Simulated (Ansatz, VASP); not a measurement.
## Al: VASP beside Ansatz

INCAR

```
SYSTEM = Al
ALGO = Normal ; EDIFF = 1E-6
EDIFFG = -0.005 ; ENCUT = 600
GGA = PE ; IBRION = 2
ISIF = 3 ; ISMEAR = 0
LASPH = .True. ; LCHARG = .False.
LREAL = .False. ; LWAVE = .False.
NELM = 100 ; NSW = 100
PREC = Accurate ; SIGMA = 0.1
```

Contents of KPOINTS:

```
k-points
0
Gamma
  18 18 18
  0 0 0
```

POSCAR

```
Al
1.0
    0.0000000000      2.0194648500      2.0194648500
    2.0194648500      0.0000000000      2.0194648500
    2.0194648500      2.0194648500      0.0000000000
Al
1
Direct
    0.0000000000      0.0000000000      0.0000000000
```

Input for Ansatz:

```yaml
crystal:
  lattice:
    - [0.0, 2.01946485, 2.01946485]
    - [2.01946485, 0.0, 2.01946485]
    - [2.01946485, 2.01946485, 0.0]
  atoms:
    - { symbol: Al, position: [0.0, 0.0, 0.0] }
basis:
  ecutwfc: 420
kpoints:
  mp_grid: { grid: [18, 18, 18] }
hamiltonian:
  xc: pbe
scf:
  occupations: { method: gaussian, width: 0.1 }
output:
  forces: true
  stress: true
  eigenvalues: true
  write_density: true
  write_potential: true
  elf: true
  volumetric_format: npy
relax:
  adjacent_minimum: "off"
  f_tol: 0.005
  max_steps: 80
  cell: { stress_tol: 0.05 }
```

Alike in both runs: task relaxation of cell and atoms; functional PBE; k mesh 18 × 18 × 18; occupations gaussian, width 0.1 eV; no spin polarisation.

|  | VASP | Ansatz |
| --- | --- | --- |
| version | VASP 6.6.1 | Ansatz 0.2.0 |
| potentials or method | VASP PAW PBE potentials, release 64 (Al) | scalar-relativistic, plane waves, PAW |
| plane-wave cutoff (eV) | 600 | 420 |
| valence electrons in the cell | 3 | 3 |

Ansatz gave:

| Property | Result |
| --- | --- |
| gap on the k mesh at the Fermi level, each at its own relaxed structure (eV) | none |
| relaxed volume (Å³/atom) | 16.50 |
| relaxed cell length with the largest relative difference (Å) | 2.858 |

**Question.** Which values does VASP return?

**Answer.** gap on the k mesh at the Fermi level, each at its own relaxed structure (eV): none; relaxed volume (Å³/atom): 16.50; relaxed cell length with the largest relative difference (Å): 2.857.

A gap of «none» marks a metal or a gap that the smearing closes.
